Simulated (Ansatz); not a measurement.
# Au (Fm-3m) in Ansatz: further runs

Aim: see how the results for Au move with the level of theory and the settings. Levels: PBE, BLYP+D3(BJ). Tasks: relaxation of cell and atoms.

Everything below comes from runs of Ansatz 0.2.0. Logs are shortened: lines on timing, memory, paths and dates and some standing lists are left out, and cuts for length are marked.

### 1 The crystal as given

It takes space group Fm-3m (No. 225, cubic). The conventional cell has a = 4.070 Å, b = 4.070 Å, c = 4.070 Å, α = 90.00°, β = 90.00°, γ = 90.00°. Au (site symmetry m-3m) is surrounded by 12 Au at 2.88 Å.

### 2 Relaxation of cell and atoms, PBE

Contents of input.yaml:

```yaml
crystal:
  lattice:
    - [0.0, 2.035, 2.035]
    - [2.035, 0.0, 2.035]
    - [2.035, 2.035, 0.0]
  atoms:
    - { symbol: Au, position: [0.0, 0.0, 0.0] }
kpoints:
  mp_grid: { grid: [11, 11, 11] }
scf:
  occupations: { method: fermi_dirac, width: 0.05 }
hamiltonian:
  xc: pbe
  pseudopotentials: { kind: all_electron, lapw: { basis_error: 0.001 } }
output:
  forces: true
  stress: true
relax:
  f_tol: 0.005
  max_steps: 60
  cell: {}
```

Potentials or basis: all-electron LAPW, scalar-relativistic.

The run is started by

```bash
$ ansatz run input.yaml --threads 1 --pin off --max-ram 3072MiB --backend cpu --events-out ev --progress --plain --runs-dir out
```

What it wrote:

```text
Warning: RAYON_NUM_THREADS=1 ignored (pool sized by the plan → 1); use --threads N
The last accepted step is kept in <dir> (removed where the run ends without a failure and the disk answers)
LAPW: plane waves up to 8.379 Å⁻¹, error target 1.0e-3 eV per atom; small_component_spin mean_spin; Au in spheres of 1.396 Å, 43 of its electrons in bands, Dirac shells [] (how accurate: hamiltonian.pseudopotentials.lapw.basis_error, Limitations)
Engine: ansatz 0.2.0, aarch64-unknown-linux-gnu
Pseudopotentials: kind: all_electron
Pseudopotential: Au, LAPW, valence charge 43, lapw/all_electron/scalar/gaussian/Au, Koelling and Harmon's equation, gaussian nucleus
Functional definition: PBE
  parameter kappa = 0.804
  parameter beta = 0.06672455060314922
  exchange = pbe_x(kappa = kappa, mu = beta*pi^2/3)
  correlation = pbe_c(beta = beta)
Crystal: 1 atoms, lattice volume = 16.855 Å³
Basis set: ecut = 267.5164040529503 eV, 169 PW (Γ), exchange–correlation at level 2
Bands: 26, of which v1, the nominal top of the filled ones, is band 22 counted from 1 (21 counted from 0)
Symmetry: 48 space group operations
Space group: Fm-3m (ITA 225), of the structure as read, at distance tolerance 2.6e-5 Å
k-points: 56 of 1331
Non-local potential: Au, projectors of the file, none
Initial density: superposition of atomic densities (chi_scale 0.1, normalization cell)
Initial wavefunctions: plane waves of lowest kinetic energy (no species holds an atomic orbital)
Functional: x = pbe(κ = 0.804, μ = 0.2195149727645171), c = pbe(β = 0.06672455060314922)
iter 1 solved again at ethr=1.81e-4 eV; its pass at ethr=1.00e-1 eV (dr2=7.80e-2 eV) is discarded
SCF iter   1: F=—  HF=-517225.106877 eV  |F-HF|=—  |Δ(HF+E_count)|=         —  Δρ=2.77e-2  dr2=7.81e-2  ethr=1.81e-4  ⟨swp⟩=2.9  Hψ=9135  notcnv=0
preconditioner: auto → Kerker (q_TF=auto, 3.189 Å⁻¹)  [metal: Δε(μ)=0.061 eV  Ē_g=15.761 eV  σ=0.050 eV  W_gap=0.29  n_scr=14 (ndim 8)  ℏωp=30.0 eV  f_vac=0.042  D(μ)=0.42/eV (n_scr^D=0)]
SCF iter   2: F=—  HF=-517224.878198 eV  |F-HF|=—  |Δ(HF+E_count)|=   2.29e-1  Δρ=7.98e-3  dr2=9.14e-3  ethr=1.81e-4  ⟨swp⟩=2.1  Hψ=4487  notcnv=0
preconditioner: auto → none  [insulator: Δε(μ)=0.252 eV  Ē_g=16.207 eV  σ=0.050 eV  W_gap=0.84  n_scr=14 (ndim 8)  ℏωp=30.0 eV  f_vac=0.033  D(μ)=0.13/eV (n_scr^D=0)  ε∞_Penn≈4.4]
SCF iter   3: F=—  HF=-517224.862628 eV  |F-HF|=—  |Δ(HF+E_count)|=   1.56e-2  Δρ=5.73e-3  dr2=4.23e-3  ethr=2.13e-5  ⟨swp⟩=2.0  Hψ=4283  notcnv=0
SCF iter   4: F=—  HF=-517224.862134 eV  |F-HF|=—  |Δ(HF+E_count)|=   4.94e-4  Δρ=1.84e-3  dr2=4.47e-4  ethr=9.83e-6  ⟨swp⟩=2.0  Hψ=4237  notcnv=0
iter 5 solved again at ethr=1.90e-8 eV; its pass at ethr=1.04e-6 eV (dr2=8.15e-6 eV) is discarded
SCF iter   5: F=—  HF=-517224.862070 eV  |F-HF|=—  |Δ(HF+E_count)|=   6.33e-5  Δρ=2.46e-4  dr2=8.12e-6  ethr=1.90e-8  ⟨swp⟩=2.0  Hψ=7243  notcnv=0
SCF iter   6: F=-517224.862075 eV  HF=-517224.862075 eV  |F-HF|=3.59e-8  |Δ(HF+E_count)|=   5.03e-6  Δρ=1.63e-5  dr2=2.81e-8  ethr=1.89e-8  ⟨swp⟩=3.0  Hψ=4302  notcnv=0
SCF 1 converged in 6 iterations: F = -517224.862075 eV  dr2 = 2.81e-8
relax step   1: F+E_penalty+E_count = -517224.86207542 eV  Δ(F+E_penalty+E_count) = +0.000e0 eV  max|allowed force component| = 0.000e0 eV/Å  Δτ_max = 0.0000 Å  P = +10.765 GPa  Ω = 16.855 Å³  (6 SCF iters, accepted)
Crystal: 1 atoms, lattice volume = 19.436 Å³
Basis set: ecut = 243.27676579777034 eV, 169 PW (Γ), exchange–correlation at level 2
Initial density: handed on by an earlier stage of this run
Initial wavefunctions: those handed on with the density
iter 1 solved again at ethr=1.43e-7 eV; its pass at ethr=1.00e-1 eV (dr2=6.14e-5 eV) is discarded
SCF iter   1: F=—  HF=-517224.852097 eV  |F-HF|=—  |Δ(HF+E_count)|=         —  Δρ=7.24e-4  dr2=5.88e-5  ethr=1.43e-7  ⟨swp⟩=5.1  Hψ=8661  notcnv=0
preconditioner: auto → none  [insulator: Δε(μ)=0.254 eV  Ē_g=14.721 eV  σ=0.050 eV  W_gap=0.85  n_scr=14 (ndim 8)  ℏωp=27.9 eV  f_vac=0.042  D(μ)=0.09/eV (n_scr^D=0)  ε∞_Penn≈4.6]
SCF iter   2: F=—  HF=-517224.851963 eV  |F-HF|=—  |Δ(HF+E_count)|=   1.34e-4  Δρ=6.22e-4  dr2=4.60e-5  ethr=1.37e-7  ⟨swp⟩=2.0  Hψ=4239  notcnv=0
iter 3 solved again at ethr=8.63e-9 eV; its pass at ethr=1.07e-7 eV (dr2=3.71e-6 eV) is discarded
SCF iter   3: F=—  HF=-517224.851951 eV  |F-HF|=—  |Δ(HF+E_count)|=   1.16e-5  Δρ=1.86e-4  dr2=3.71e-6  ethr=8.63e-9  ⟨swp⟩=2.0  Hψ=7244  notcnv=0
SCF iter   4: F=—  HF=-517224.851951 eV  |F-HF|=—  |Δ(HF+E_count)|=   8.70e-7  Δρ=1.63e-5  dr2=3.21e-8  ethr=8.62e-9  ⟨swp⟩=2.8  Hψ=4309  notcnv=0
SCF iter   5: F=-517224.851951 eV  HF=-517224.851951 eV  |F-HF|=1.20e-8  |Δ(HF+E_count)|=   3.74e-8  Δρ=6.63e-6  dr2=5.49e-9  ethr=7.47e-11  ⟨swp⟩=2.5  Hψ=4289  notcnv=0
SCF 2 converged in 5 iterations: F = -517224.851951 eV  dr2 = 5.49e-9
relax step   2: F+E_penalty+E_count = -517224.85195067 eV  Δ(F+E_penalty+E_count) = +1.012e-2 eV  max|allowed force component| = 0.000e0 eV/Å  Δτ_max = 0.0000 Å  P = -8.810 GPa  Ω = 19.436 Å³  (5 SCF iters, rejected (line search))
Crystal: 1 atoms, lattice volume = 18.089 Å³
Basis set: ecut = 255.20887916880406 eV, 169 PW (Γ), exchange–correlation at level 2
iter 1 solved again at ethr=6.47e-8 eV; its pass at ethr=1.00e-1 eV (dr2=2.78e-5 eV) is discarded
SCF iter   1: F=—  HF=-517224.896152 eV  |F-HF|=—  |Δ(HF+E_count)|=         —  Δρ=5.07e-4  dr2=2.68e-5  ethr=6.47e-8  ⟨swp⟩=5.1  Hψ=8360  notcnv=0
preconditioner: auto → none  [insulator: Δε(μ)=0.315 eV  Ē_g=15.434 eV  σ=0.050 eV  W_gap=0.92  n_scr=14 (ndim 8)  ℏωp=29.0 eV  f_vac=0.033  D(μ)=0.07/eV (n_scr^D=0)  ε∞_Penn≈4.5]
SCF iter   2: F=—  HF=-517224.896130 eV  |F-HF|=—  |Δ(HF+E_count)|=   2.18e-5  Δρ=3.12e-4  dr2=1.02e-5  ethr=6.24e-8  ⟨swp⟩=2.0  Hψ=4238  notcnv=0
iter 3 solved again at ethr=3.29e-10 eV; its pass at ethr=2.37e-8 eV (dr2=1.41e-7 eV) is discarded
SCF iter   3: F=—  HF=-517224.896137 eV  |F-HF|=—  |Δ(HF+E_count)|=   7.00e-6  Δρ=2.80e-5  dr2=1.42e-7  ethr=3.29e-10  ⟨swp⟩=2.0  Hψ=7246  notcnv=0
SCF iter   4: F=-517224.896129 eV  HF=-517224.896129 eV  |F-HF|=1.54e-8  |Δ(HF+E_count)|=   8.11e-6  Δρ=1.00e-5  dr2=1.13e-8  ethr=3.29e-10  ⟨swp⟩=3.0  Hψ=4554  notcnv=0
SCF 3 converged in 4 iterations: F = -517224.896129 eV  dr2 = 1.13e-8
relax step   3: F+E_penalty+E_count = -517224.89612921 eV  Δ(F+E_penalty+E_count) = -3.405e-2 eV  max|allowed force component| = 0.000e0 eV/Å  Δτ_max = 0.0000 Å  P = -1.007 GPa  Ω = 18.089 Å³  (4 SCF iters, accepted)
Crystal: 1 atoms, lattice volume = 17.961 Å³
Basis set: ecut = 256.41495086969974 eV, 169 PW (Γ), exchange–correlation at level 2
iter 1 solved again at ethr=3.56e-9 eV; its pass at ethr=1.00e-1 eV (dr2=1.53e-6 eV) is discarded
SCF iter   1: F=—  HF=-517224.896545 eV  |F-HF|=—  |Δ(HF+E_count)|=         —  Δρ=4.68e-5  dr2=1.99e-7  ethr=3.56e-9  ⟨swp⟩=4.9  Hψ=8003  notcnv=0
preconditioner: auto → none  [insulator: Δε(μ)=0.308 eV  Ē_g=15.505 eV  σ=0.050 eV  W_gap=0.91  n_scr=14 (ndim 8)  ℏωp=29.1 eV  f_vac=0.033  D(μ)=0.07/eV (n_scr^D=0)  ε∞_Penn≈4.5]
SCF iter   2: F=—  HF=-517224.896545 eV  |F-HF|=—  |Δ(HF+E_count)|=   6.58e-7  Δρ=3.72e-5  dr2=1.35e-7  ethr=4.63e-10  ⟨swp⟩=2.1  Hψ=4241  notcnv=0
iter 3 solved again at ethr=2.85e-11 eV; its pass at ethr=3.13e-10 eV (dr2=1.23e-8 eV) is discarded
SCF iter   3: F=—  HF=-517224.896545 eV  |F-HF|=—  |Δ(HF+E_count)|=   3.24e-8  Δρ=1.18e-5  dr2=1.22e-8  ethr=2.85e-11  ⟨swp⟩=2.0  Hψ=7244  notcnv=0
SCF iter   4: F=-517224.896545 eV  HF=-517224.896545 eV  |F-HF|=5.82e-11  |Δ(HF+E_count)|=   6.00e-9  Δρ=8.54e-7  dr2=8.64e-11  ethr=2.85e-11  ⟨swp⟩=2.9  Hψ=4308  notcnv=0
SCF 4 converged in 4 iterations: F = -517224.896545 eV  dr2 = 8.64e-11
relax step   4: F+E_penalty+E_count = -517224.89654537 eV  Δ(F+E_penalty+E_count) = -4.162e-4 eV  max|allowed force component| = 0.000e0 eV/Å  Δτ_max = 0.0000 Å  P = -0.031 GPa  Ω = 17.961 Å³  (4 SCF iters, accepted)
iter 1 solved again at ethr=1.00e-12 eV; its pass at ethr=1.00e-1 eV (dr2=1.07e-10 eV) is discarded
SCF iter   1: F=—  HF=-517224.896544 eV  |F-HF|=—  |Δ(HF+E_count)|=         —  Δρ=8.96e-7  dr2=9.08e-11  ethr=7.17e-12 (applied; sched 1.00e-12)  ⟨swp⟩=4.6  Hψ=7943  notcnv=0  reapply=1
SCF iter   2: F=-517224.896545 eV  HF=-517224.896545 eV  |F-HF|=7.57e-10  |Δ(HF+E_count)|=   8.38e-7  Δρ=4.26e-7  dr2=2.22e-11  ethr=5.44e-12 (applied; sched 1.00e-12)  ⟨swp⟩=3.0  Hψ=4552  notcnv=0
SCF 5 converged in 2 iterations: F = -517224.896545 eV  dr2 = 2.22e-11
relax step   5: F+E_penalty+E_count = -517224.89654492 eV  Δ(F+E_penalty+E_count) = +4.495e-7 eV  max|allowed force component| = 0.000e0 eV/Å  Δτ_max = 0.0000 Å  P = -0.031 GPa  Ω = 17.961 Å³  stress off target by 3.09e-2 GPa  SCF on the basis re-selected at this cell (its energy is not comparable with the rows above)  (2 SCF iters)
basis re-selected at this cell: Δ(F+E_penalty+E_count) = +4.495e-7 eV, ΔP = +0.000 GPa vs the last step (what re-selecting the basis moved, after the strain that the cell walked since its last selection, with what the two solves' SCF thresholds leave and, on support functions, any second-order correction that the steps lacked; it is no measure of the basis error at this ecutwfc). This SCF's stress stands 3.09e-2 GPa from its target on what of the cell is left free (relax.cell.stress_tol is 5.00e-2 GPa) and its largest allowed force component is 0.00e0 eV/Å (relax.f_tol is 5.00e-3 eV/Å): within both
SCF converged after 2 iterations
Free energy (F): -517224.896545 eV
Harris-Foulkes:  -517224.896545 eV  (|F-HF|=7.57e-10)
Internal energy: -517224.895708 eV  (E = F + TS)
E sigma→0 (E₀):  -517224.896126 eV
Entropy (-TS):   -0.000837 eV (-0.837 meV/atom)
Fermi energy:    23.639149 eV
--- Per-component energies (eV) ---
  E_band       = -3903.986067
  E_kinetic    = 589518.643179
  E_xc         = -9914.823861
  E_electrostatic = -1096828.715026  (all electrons and nuclei)
  E_smearing   = -0.000837  (= −TS)
  E_closure    = -0.000000  (closes the sum)
  E_atoms      = -517221.663280  (free atoms, spherical and without spin; not in F)
  Σ components = -517224.896545   (vs F -517224.896545, Δ=0.00e0)
  Basis errors (estimates in eV, not in F): energy 2.2e-4 per atom: plane waves 2.1e-4 (1.1e-4 summed), levels above the bands 2.5e-135, relativity 6.3e-8, radial functions 1.1e-5, core shells 1.9e-8; eigenvalues (radial functions only) 4.3e-7; not estimated: angular momenta, meshes, grids; target (lapw.basis_error) 1.0e-3; muffin-tin radii Au 1.426 Å
--- Forces (eV/Å), atoms counted from 1 ---
  atom   1  Au    -0.00000000     0.00000000     0.00000000
  max |Σ_I F_I| component: 4.11e-32 eV/Å
--- Stress (GPa, compression-positive) ---
       -0.030915       0.000000      -0.000000
        0.000000      -0.030915      -0.000000
       -0.000000      -0.000000      -0.030915
  P = ⅓ Tr σ = -0.0309 GPa (-0.309 kbar)
--- Relaxed structure (4 steps of the walk, 3 accepted, 1 SCFs on fresh bases) ---
  F+E_penalty+E_count = -517224.89654492 eV   max|allowed force component| = 0.000e0 eV/Å   (the final SCF, on the basis selected at the relaxed cell)
  cell:  # Å, volume = 17.9611 Å³
    - [6.369215084624285e-35, 2.07858577347866, 2.07858577347866]
    - [2.07858577347866, -2.420301719975885e-34, 2.07858577347866]
    - [2.07858577347866, 2.07858577347866, 5.09537203289559e-35]
  atoms:
    - { symbol: Au, position: [0.0, 0.0, 0.0] }
```

Wall time 24 s (1 thread of Arm Neoverse V1, shared host); peak memory 0.28 GiB.

What came out:

| Item | Value |
| --- | --- |
| Free energy | -517224.8965 eV |
| Relaxed volume | 17.96 Å³/atom |
| Relaxed cell | a = 2.940 Å, b = 2.940 Å, c = 2.940 Å, α = 60.00°, β = 60.00°, γ = 60.00° |
| Space group after relaxing (to 0.05 Å) | Fm-3m (No. 225) |
| Energy gained by relaxing | 34.5 meV/atom |
| Ionic steps | 4 |
| Pressure after relaxing | 0.0 GPa |

The path:
```
step  energy change (eV)  largest force (eV/Å)  volume (Å³)
   1              0.0000                0.0000        16.85
   2             -0.0341                0.0000        18.09
   3             -0.0345                0.0000        17.96
   4             -0.0345                0.0000        17.96
```

Final structure:
```xyz
1
Lattice="0.0000 2.0786 2.0786 2.0786 0.0000 2.0786 2.0786 2.0786 0.0000" Properties=species:S:1:pos:R:3 pbc="T T T"
Au    0.0000    0.0000    0.0000
```

### 3 Relaxation of cell and atoms, BLYP+D3(BJ)

input.yaml: that of step 2 with these lines changed.

```diff
@@ -12,3 +12,4 @@
 hamiltonian:
-  xc: pbe
+  xc: blyp
+  dispersion: d3bj
   pseudopotentials: { kind: all_electron, lapw: { basis_error: 0.001 } }
@@ -18,3 +19,3 @@
 relax:
-  f_tol: 0.005
+  f_tol: 0.01
   max_steps: 60
```

Potentials or basis: all-electron LAPW, scalar-relativistic.

The run is started by

```bash
$ ansatz run input.yaml --threads 1 --pin off --max-ram 3072MiB --backend cpu --events-out ev --progress --plain --runs-dir out
```

Run time: 25 s. Hardware: 1 thread of Arm Neoverse V1, shared host; peak memory 0.28 GiB.

The run converged. Its results:

```
Free energy                            : -517253.0071 eV
Relaxed volume                         : 17.57 Å³/atom
Relaxed cell                           : a = 2.918 Å, b = 2.918 Å, c = 2.918 Å, α = 60.00°, β = 60.00°, γ = 60.00°
Space group after relaxing (to 0.05 Å) : Fm-3m (No. 225)
Energy gained by relaxing              : 15.1 meV/atom
Ionic steps                            : 4
Pressure after relaxing                : 0.0 GPa
```

Step by step:
```
step  energy change (eV)  largest force (eV/Å)  volume (Å³)
   1              0.0000                0.0000        16.85
   2             -0.0147                0.0000        17.69
   3             -0.0151                0.0000        17.57
   4             -0.0151                0.0000        17.57
```

Final structure:
```yaml
crystal:
  lattice:
    - [0.00000, 2.06324, 2.06324]
    - [2.06324, 0.00000, 2.06324]
    - [2.06324, 2.06324, 0.00000]
  atoms:
    - { symbol: Au, position: [0.00000, 0.00000, 0.00000] }
```

Spin-orbit coupling is left out, which matters for the levels of Au. Zero-point motion and thermal expansion aren't in these numbers.
